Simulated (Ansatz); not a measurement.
Bi:

```
Bi
1.0
     3.48860   -3.13258    0.00000
     3.48860    3.13258    0.00000
    -1.26023    0.00000    3.11355
Bi
2
Direct
  0.75306 0.75306 0.85738
  0.24694 0.24694 0.14262
```

This isn't the form of Bi at room conditions, which is rhombohedral.

Base run:

```yaml
Program: Ansatz 0.2.0
Functional: LDA
Potentials_or_basis: all-electron LAPW, scalar-relativistic
Cutoff: 190 eV (chosen from the basis error)
Basis_error_allowed: 0.001 eV/atom
k_mesh: 6 × 6 × 9
Occupations: fermi-dirac, width 0.05 eV
Spin: no spin polarisation
```

Its results: pressure -3.6 GPa; largest force 0.091 eV/Å.

**Question.** The run is repeated on the same cell with these changes: functional from LDA to PBEsol. What comes out?

**Answer.** Pressure -2.4 GPa; largest force 0.059 eV/Å.

PBEsol binds less tightly than LDA, so the same cell stands under more pressure.
